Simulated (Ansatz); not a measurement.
TaSi2 — electric field gradients

The cell is a COD entry, its atoms then relaxed with PBE in this cell.

```cif
data_TaSi2
_symmetry_space_group_name_H-M 'P6_422'
_symmetry_Int_Tables_number 181
_cell_length_a 4.7839
_cell_length_b 4.7839
_cell_length_c 6.5700
_cell_angle_alpha 90.000
_cell_angle_beta 90.000
_cell_angle_gamma 120.000
loop_
_atom_site_label
_atom_site_type_symbol
_atom_site_symmetry_multiplicity
_atom_site_Wyckoff_symbol
_atom_site_fract_x
_atom_site_fract_y
_atom_site_fract_z
Ta Ta 3 c 0.5000 0.0000 0.0000
Si Si 6 i 0.1590 0.3179 0.0000
```

One atom of each set is listed.

Computed with Ansatz: DFT, PBE, plane waves and PAW, with spin–orbit coupling, 420 eV cutoff, Γ-centred 11×11×7 k-points, Fermi–Dirac smearing 0.05 eV.

Conventions: |V_zz| ≥ |V_yy| ≥ |V_xx|, η = (V_xx − V_yy)/V_zz, C_Q = eQV_zz/h.

181Ta: I = 7/2, Q = 3170 mb. Quadrupole moments are those of Pyykkö's year-2017 table.

(1) Give the quadrupolar parameters of the distinct sites.

## Answers

(1) 

```csv
site,atoms,first shell,V_zz (10²¹ V/m²),η,C_Q (MHz)
Ta,3,"10 Si at 2.61–2.83 Å, 4 Ta at 3.24 Å",6.61,0.78,507
Si,6,"5 Si at 2.56–2.83 Å, 5 Ta at 2.61–2.83 Å; also 2 Si at 3.16 Å",-2.74,0.50,–
```

Si has no stable isotope with a ground-state quadrupole moment in the table, so no C_Q is given.

The run finds no gap above 0.1 eV (a metal, or nearly one), so the gradients can move by 10 % or more with the k-mesh. With these PAW files V_zz is typically within 2 to 3 % of all-electron values, but misses above 10 % occur on Ta.
